In Ni₃Ge, a Gaussian smearing of 0.4 eV pulls the free energy 18 meV/atom below the reference, yet the energy extrapolated to zero width is only 3 meV/atom too high. The extrapolation removes the part of the error that grows with the square of the width and overcorrects the part that grows faster. The pressure gets no such correction, so its error grows with every step in width.

Cu3Au-type Ni3Ge at fixed a = 3.530 Å, computed with Ansatz 0.2.0 (plane-wave PAW, PBEsol, scalar-relativistic, no spin polarisation), a 420 eV cutoff, Gaussian smearing and a 6×6×6 k mesh. The reference uses a 12×12×12 k mesh and a width of 0.1 eV. "Energy" is the value extrapolated to zero smearing; pressure is positive in compression.

| occupation width (eV) | energy less reference (meV/atom) | free energy less reference (meV/atom) | pressure less reference (GPa) |
| --- | --- | --- | --- |
| 0.01 | 0.269 | 1.53 | 0.023 |
| 0.05 | 0.206 | 1.10 | 0.037 |
| 0.1 | -0.036 | 0.162 | 0.051 |
| 0.2 | 0.068 | -3.00 | 0.111 |
| 0.4 | 3.16 | -18.3 | 0.456 |

Smearing is a numerical aid for metals. At zero temperature, levels below the Fermi level are full and those above it are empty, and a sum over a limited mesh of k points handles such a sharp step badly. Smearing replaces the step by a gradual change of occupation over a width $\sigma$, the occupation width of the table. The price is that some electrons sit in levels that are too high.

The size of this price follows from a simple count. The number of electrons moved is proportional to $D\sigma$, where $D$ is the density of states at the Fermi level, and each is raised by an energy of order $\sigma$. The band energy therefore rises as $D\sigma^2$. The free energy $F$ also contains an entropy-like term $-TS$, which belongs to the smearing and not to a real temperature. To this order $TS$ is twice the rise in band energy, so $F$ falls by as much as the band energy rises.

The true energy at zero width, $E_0$, then lies midway between the two, and adding half of $TS$ to $F$ recovers it. To see what survives, let the free energy also have a quartic term, with $a$ and $b$ constants of the metal:

$$F = E_0 - a\sigma^2 - b\sigma^4, \qquad \tfrac12 TS = -\tfrac12\,\sigma\,\frac{dF}{d\sigma} = a\sigma^2 + 2b\sigma^4 .$$

$$F + \tfrac12 TS = E_0 + b\sigma^4 .$$

The quadratic terms cancel whatever the value of $D$. The quartic term is overcorrected, because half of $TS$ contains it twice. If $F$ falls faster than quadratically, the extrapolated energy must come out too high, as it does at 0.4 eV.

Half of $TS$ can be read from the table once the reference is taken into account. The reference run has a width of 0.1 eV, and its own free energy lies 1.29 meV/atom below its extrapolated energy. For any row, half of $TS$ is therefore 1.29 plus the energy difference minus the free energy difference. Successive doublings of the width from 0.05 eV multiply it by 2.7, 4.0 and 5.2, where a purely quadratic law would give 4 each time.

The last factor allows an estimate of the error that the extrapolation leaves. Half of $TS$ is 4.36 meV/atom at 0.2 eV and 22.75 at 0.4 eV, so the excess over quadratic growth is $22.75 - 4\times4.36 = 5.31$ meV/atom. In the model this excess equals $2b(0.4^4 - 4\times0.2^4)$, which is 1.5 times the quartic term at 0.4 eV. The extrapolated energy should thus be too high by $5.31/1.5 \approx 3.5$ meV/atom.

The calculation gives 3.16, but the agreement looks better than it is. The estimate takes its input from the same run at 0.4 eV, and the link between $TS$ and the slope of $F$ is built into the method, so only the neglect of the mesh error and of terms beyond the quartic is tested. It is also sensitive to the starting point: if the quadratic part is taken from the reference run on the fine mesh, the result drops to 1.1 meV/atom. From that run to the row at 0.2 eV, half of $TS$ grows only 3.4 times, which is slower than quadratic. Part of this is likely mesh error, in either run, but a single quartic term need not hold over the whole range. The model thus explains the sign and the order of magnitude of the error, not its exact size.

The faster than quadratic growth from 0.2 to 0.4 eV means that the wider window finds, on average, more states per electronvolt than the narrower one. A steady slope in the density of states would not do this, since what is gained on one side of the Fermi level is lost on the other; the density of states has to curve upward, as in a valley or near a sharp band edge. A likely source is the nickel 3d band. In the reference run each nickel atom holds about 8.9 d electrons, a nearly full shell, so the steep upper edge of the d band may lie not far below the Fermi level, where only a wide smearing reaches it. This remains a guess, since no density of states was computed.

At small widths the k mesh takes over as the main source of error. All rows use a coarser mesh than the reference, and with a sharp step a few levels close to the Fermi level count as almost full or almost empty. The extrapolated energy is off by 0.27 meV/atom at 0.01 eV, but by only 0.04 in size at 0.1 eV, where the width equals that of the reference and the mesh alone differs. Even this small value owes much to a cancellation: the coarse mesh raises the free energy by 0.16 meV/atom and lowers half of $TS$ by 0.20. The uneven growth of $TS$ at small widths fits the same picture. At 0.2 eV the quartic law would give an error of about 0.2 meV/atom, and the smaller value found may come from a cancellation against the mesh error or from a failure of the quartic law itself.

The free energy column needs one more piece of care, because it starts above zero and crosses it. The +1.53 meV/atom at 0.01 eV is mostly no fault of that run: it has almost no smearing, while the reference has been lowered by 1.29. The change of sign between 0.1 and 0.2 eV marks the point where a row is lowered more than the reference, and has no meaning for the metal itself.

The pressure is the change of $F$ with volume, with the sign reversed, so it keeps the quadratic term that the extrapolated energy loses. When the crystal expands, its atoms overlap less, so the bands are expected to narrow and $D$ to rise. Smearing then lowers the free energy more at a larger volume, which acts as an outward push. From 0.1 to 0.4 eV the pressure rises by 0.405 GPa; multiplied by the volume per atom, this is 1.5 times the accompanying drop in free energy. In other words, a cell larger in volume by 1 % would deepen that drop by about 1.5 %. The reference run carries such a push too. By the same ratio it is expected to be about 0.03 GPa, so against zero width each row would be off by that much more than the table shows. The row at 0.01 eV, almost free of smearing, would then be off by about 0.05 GPa through the mesh alone, as much as the row at 0.1 eV is against the reference. Here the mesh error has the same sign as the push, so the two add.

A width that is safe for the energy may therefore be too wide for the pressure. Going from 0.1 to 0.2 eV leaves the extrapolated energy within 0.1 meV/atom of the reference, but doubles the pressure difference from 0.05 to 0.11 GPa. The first of these two values is due to the mesh alone, the increase to the wider smearing. If the cell is to be relaxed, the width should be judged by the pressure, since an outward push from smearing makes the relaxed cell too large. In a stiff metal such as this one the swelling is expected to stay well below 1 % in volume, even at 0.4 eV. Most of the differences and ratios used here are listed in the output below.

Printed output of the fit:

```
Reference run, free energy below its own extrapolated energy, meV/atom: 1.292
Lowering of the free energy below the extrapolated energy of the same run:
   row  lowering meV/atom  pressure less that at 0.1 eV in GPa
  0.01            0.03088                               -0.028
  0.05             0.3979                               -0.014
   0.1              1.094                                    0
   0.2               4.36                                 0.06
   0.4              22.75                                0.405
Growth of the lowering from 0.05 to 0.1 eV, ratio: 2.749
Growth of the lowering from 0.1 to 0.2 eV, ratio: 3.986
Growth of the lowering from 0.2 to 0.4 eV, ratio: 5.218
Lowering at 0.1 eV, coarse mesh less fine mesh, meV/atom: -0.198
Share of the reference lowering in the free energy difference at 0.01 eV, percent: 84.44
Free energy difference over extrapolated energy difference at 0.4 eV, size ratio: 5.791
Lowering at 0.4 eV beyond quadratic growth from 0.2 eV, meV/atom: 5.312
Estimated extrapolation error at 0.4 eV, meV/atom: 3.542
Computed energy difference at 0.4 eV, meV/atom: 3.16
Same estimate started from the fine mesh at 0.1 eV, meV/atom: 1.11
Estimated extrapolation error at 0.2 eV by the fourth power, meV/atom: 0.2213
Estimated extrapolation error at 0.1 eV by the fourth power, meV/atom: 0.01383
Pressure rise from 0.1 to 0.4 eV times volume, meV/atom: 27.81
Free energy drop from 0.1 to 0.4 eV, meV/atom: 18.46
Pressure rise times volume over free energy drop, ratio: 1.506
```
